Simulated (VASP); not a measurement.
# ZrC: relaxed cell and band gap, by functional

ZrC, Fm-3m (no. 225), 2 atoms in the cell.

| Functional | Volume (Å³/atom) | Change from the starting volume (fraction) | Gap, path and mesh (eV) | Time (s) |
|---|---|---|---|---|
| LDA | 12.53 | -0.053 | 0.00 | 33 |
| LDA (PW92) | 12.52 | -0.054 | 0.00 | 31 |
| LDA (VWN5) | 12.50 | -0.055 | 0.00 | 30 |
| LDA (Hedin-Lundqvist) | 12.54 | -0.052 | 0.00 | 31 |
| LDA (Wigner) | 12.87 | -0.027 | 0.00 | 32 |
| Slater exchange only | 13.13 | -0.008 | 0.00 | 30 |
| PBE exchange only | 14.36 | 0.086 | 0.00 | 39 |
| PBE | 13.06 | -0.013 | 0.00 | 34 |
| PBEsol | 12.74 | -0.037 | 0.00 | 37 |

## Input of the first row

INCAR.step1:
```
ALGO     = Normal         # electronic algorithm
EDIFF    = 1E-7           # SCF threshold, eV
EDIFFG   = -0.005         # ionic threshold
ENCUT    = 600            # plane-wave cutoff, eV
GGA      = CA             # functional
GGA_COMPAT= F            
IBRION   = 2              # ionic algorithm
ISIF     = 3              # what is computed and relaxed
ISMEAR   = 0              # smearing method
LASPH    = T              # aspherical terms in the spheres
LCHARG   = F              # write CHGCAR
LREAL    = F              # projectors in reciprocal space
LWAVE    = F              # write WAVECAR
NELM     = 150            # most SCF steps
NSW      = 60             # ionic steps
PREC     = Accurate       # precision mode
SIGMA    = 0.02           # smearing width, eV
```

INCAR.step2, as INCAR.step1 but for:
```
- NSW = 60
+ NSW = 40
```

INCAR.step3, as INCAR.step2 but for:
```
- EDIFFG = -0.005
- IBRION = 2
- ISIF = 3
- NSW = 40
+ ISIF = 2
+ NBANDS = 15
```

KPOINTS:
```
k-points
0
Gamma
  7 7 7
```

KPOINTS_OPT:
```
path GXWKGLUWLK,UX
8
line-mode
reciprocal
 0.0000000000  0.0000000000  0.0000000000  G
 0.5000000000  0.0000000000  0.5000000000  X

 0.5000000000  0.0000000000  0.5000000000  X
 0.5000000000  0.2500000000  0.7500000000  W

 0.5000000000  0.2500000000  0.7500000000  W
 0.3750000000  0.3750000000  0.7500000000  K

 0.3750000000  0.3750000000  0.7500000000  K
 0.0000000000  0.0000000000  0.0000000000  G

 0.0000000000  0.0000000000  0.0000000000  G
 0.5000000000  0.5000000000  0.5000000000  L

 0.5000000000  0.5000000000  0.5000000000  L
 0.6250000000  0.2500000000  0.6250000000  U

 0.6250000000  0.2500000000  0.6250000000  U
 0.5000000000  0.2500000000  0.7500000000  W

 0.5000000000  0.2500000000  0.7500000000  W
 0.5000000000  0.5000000000  0.5000000000  L

 0.5000000000  0.5000000000  0.5000000000  L
 0.3750000000  0.3750000000  0.7500000000  K

 0.6250000000  0.2500000000  0.6250000000  U
 0.5000000000  0.0000000000  0.5000000000  X
```

POSCAR.step1:
```
ZrC
1.0
    0.0000000000      2.3650000000      2.3650000000
    2.3650000000      0.0000000000      2.3650000000
    2.3650000000      2.3650000000      0.0000000000
Zr C
1 1
Direct
    0.5000000000      0.5000000000      0.5000000000
    0.0000000000      0.0000000000      0.0000000000
```

Commands (each step's output is kept before the next begins):
```
cat potpaw_LDA.64/Zr_sv/POTCAR potpaw_LDA.64/C/POTCAR > POTCAR
cp INCAR.step1 INCAR
cp POSCAR.step1 POSCAR
mpirun -np 1 vasp_std > vasp.out
cp CONTCAR POSCAR
rm WAVECAR CHG
cp INCAR.step2 INCAR
mpirun -np 1 vasp_std > vasp.out
cp CONTCAR POSCAR
rm WAVECAR CHG
cp INCAR.step3 INCAR
mpirun -np 1 vasp_std > vasp.out
```

Changes of the last row against the first:
```
(all steps)
- GGA = CA
+ GGA = PS
- cat potpaw_LDA.64/Zr_sv/POTCAR potpaw_LDA.64/C/POTCAR > POTCAR
+ cat potpaw_PBE.64/Zr_sv/POTCAR potpaw_PBE.64/C/POTCAR > POTCAR
```

VASP 6.6.1 took 33 s on 1 core (Intel Xeon 6975P-C (Granite Rapids)), a shared host.
